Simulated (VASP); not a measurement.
Set up this calculation in VASP 6.6.1, as the native input.

| Property | Result |
| --- | --- |
| Task | evGW0 quasiparticle levels |
| Functional | PBE |
| Potentials or basis | VASP PAW PBE potentials, release 64 (Mg_GW, O_GW) |
| Cutoff | 450 eV |
| k mesh | 5 × 5 × 5 |
| Occupations | gaussian, width 0.01 eV |
| Spin | no spin polarisation |
| Cutoff of the response function | 100 |
| Frequency points | 48 |
| Empty bands | 30 |
| GW scheme | evGW0 |
| GW iterations | 4 |
| Further INCAR settings | ALGO = EVGW0; EDIFF = 1e-08; NBANDS = 34 |

The system is MgO.

```
Mg O
1.0
     2.93802    0.00000    0.00000
    -1.46901    2.54440    0.00000
     0.00000    0.00000    2.67968
Mg O
1 1
Direct
  0.00000 0.00000 0.00000
  0.33333 0.66667 0.50000
```

Measurements of this composition are mostly on another form, of space group No. 225.

The input as run:

POSCAR

```
MgO
1.0
    2.9380209034      0.0000000000      0.0000000000
   -1.4690104517      2.5444007392      0.0000000000
    0.0000000000      0.0000000000      2.6796800000
Mg O
1 1
Direct
    0.0000000000      0.0000000000      0.0000000000
    0.3333333333      0.6666666667      0.5000000000
```

INCAR.step1

```
SYSTEM = MgO
  PREC = Accurate
  ENCUT = 450
  EDIFF = 1E-8
  ISMEAR = 0
  SIGMA = 0.01
  LREAL = .False.
  LASPH = .True.
  NELM = 100
  ALGO = Normal
  LWAVE = .True.
  LCHARG = .False.
  GGA = PE
```

INCAR.step2

```
SYSTEM = MgO
  PREC = Accurate
  ENCUT = 450
  EDIFF = 1E-8
  ISMEAR = 0
  SIGMA = 0.01
  LREAL = .False.
  LASPH = .True.
  NELM = 1
  ALGO = Exact
  LWAVE = .True.
  LCHARG = .False.
  GGA = PE
  NBANDS = 34
  LOPTICS = .True.
  ISTART = 1
```

INCAR.step3

```
SYSTEM = MgO
  PREC = Accurate
  ENCUT = 450
  EDIFF = 1E-8
  ISMEAR = 0
  SIGMA = 0.01
  LREAL = .False.
  LASPH = .True.
  ALGO = EVGW0
  LWAVE = .False.
  LCHARG = .False.
  GGA = PE
  NELMGW = 4
  NBANDS = 34
  ENCUTGW = 100
  NOMEGA = 48
  PRECFOCK = Fast
  ISTART = 1
  NBANDSGW = 12
```

KPOINTS

```
regular mesh
0
Gamma
  5 5 5
  0 0 0
```

Potentials or basis: VASP PAW PBE potentials, release 64 (Mg_GW, O_GW).

Launch:

```console
$ cat potpaw_PBE.64/Mg_GW/POTCAR potpaw_PBE.64/O_GW/POTCAR > POTCAR
$ cp INCAR.step1 INCAR
$ mpirun -np 1 vasp_std > vasp.out
$ cp INCAR.step2 INCAR
$ mpirun -np 1 vasp_std > vasp.out
$ cp INCAR.step3 INCAR
$ mpirun -np 1 vasp_std > vasp.out
```

It gave:

```yaml
Band_gap_on_the_k_mesh_mean-field_level: 3.01 eV, indirect (least direct gap 3.40 eV)
Quasiparticle_gap: 5.26 eV
Least_direct_quasiparticle_gap: 5.72 eV
```

Caveat: the k mesh is coarse (spacing up to 0.49 Å⁻¹), so the values aren't converged; bands, screening cutoff and mesh are small and nothing is extrapolated, so the quasiparticle values aren't converged; an odd mesh through Γ misses points on the zone boundary, where band edges often lie.

It took 3.2 min on 1 thread of Intel(R) Xeon(R) Platinum 8488C (Sapphire Rapids) (shared host), peak memory 0.19 GiB.
